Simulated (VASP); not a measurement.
Set up this calculation in VASP 6.6.1, as the native input.

* Task: relaxation of the atoms
* Functional: LDA
* Potentials or basis: VASP PAW LDA potentials, release 64 (Be, Te)
* Cutoff: 600 eV
* k mesh: 8 × 8 × 8
* Occupations: gaussian, width 0.03 eV
* Spin: no spin polarisation
* Further INCAR settings: ALGO = Normal; EDIFF = 1e-07; IBRION = 2; EDIFFG = -0.01; NSW = 40

The structure of BeTe lies in POSCAR:

```
BeTe                                    
1.0
    0.0000000000      2.7996367327      2.7996367327
    2.7996367327      0.0000000000      2.7996367327
    2.7996367327      2.7996367327      0.0000000000
  Be              Te            
     1     1
Direct
     0.0000000000000000    0.0000000000000000    0.0000000000000000
     0.2500000000000000    0.2500000000000000    0.2500000000000000
```

The cell isn't the ideal one: a relaxed cell with its volume scaled by 1.02.

These files were run (other wordings do the same):

INCAR

```
ALGO = Normal
EDIFF = 1E-7
EDIFFG = -0.01
ENCUT = 600
GGA = CA
IBRION = 2
ISIF = 2
ISMEAR = 0
LASPH = True
LCHARG = False
LREAL = False
LWAVE = False
NELM = 80
NSW = 40
PREC = Accurate
SIGMA = 0.03
```

KPOINTS

```
k-points
0
Gamma
  8 8 8
```

Potentials or basis: VASP PAW LDA potentials, release 64 (Be, Te).

Run with:

```bash
$ cat potpaw_LDA.64/Be/POTCAR potpaw_LDA.64/Te/POTCAR > POTCAR
$ mpirun -np 1 vasp_std > vasp.out
```

Results of the run:

```
Pressure after relaxing : -1.2 GPa
Band gap on the k mesh  : 1.83 eV, indirect (least direct gap 3.57 eV)
```

Caveat: the relaxation stopped at its first step, so nothing moved; spin-orbit coupling is left out, which moves the levels of the heavy elements.

Wall time 8.4 s on 1 thread of Intel(R) Xeon(R) Platinum 8375C CPU @ 2.90GHz (Ice Lake), with other jobs on the host, peak memory 0.16 GiB.
